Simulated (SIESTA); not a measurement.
**MoS2 in SIESTA: the effect of dispersion**

The system is MoS2.

```
Mo S
1.0
     1.58550    0.91539    6.11500
    -1.58550    0.91539    6.11500
     0.00000   -1.83078    6.11500
Mo S
1 2
Direct
  0.00000 0.00000 0.00000
  0.25000 0.25000 0.25000
  0.75000 0.75000 0.75000
```

Measurements of this composition are mostly on another form, of space group No. 194.

Alike in all runs:

| Quantity | Value |
| --- | --- |
| Program | SIESTA 5.4.2 |
| Task | single point |
| Functional | PBE |
| Potentials or basis | PseudoDojo 0.4 standard (PBE files) |
| Basis | DZP (energy shift 0.003 Ry; two zetas on semicore shells) |
| Grid cutoff | 800 Ry |
| Energy shift | 0.003 Ry |
| k mesh | 10 × 10 × 10 |
| Occupations | fermi-dirac, width 0.05 eV |
| Spin | no spin polarisation |

```tsv
dispersion	largest force (eV/Å)
none	1.40
D3	?
D3(BJ)	1.41
D4	1.39
```

Problem. What does the run with dispersion D3 give?

Solution. Largest force 1.43 eV/Å.

Caveats: the cell's inner coordinates are idealised or old, which leaves forces on the atoms.
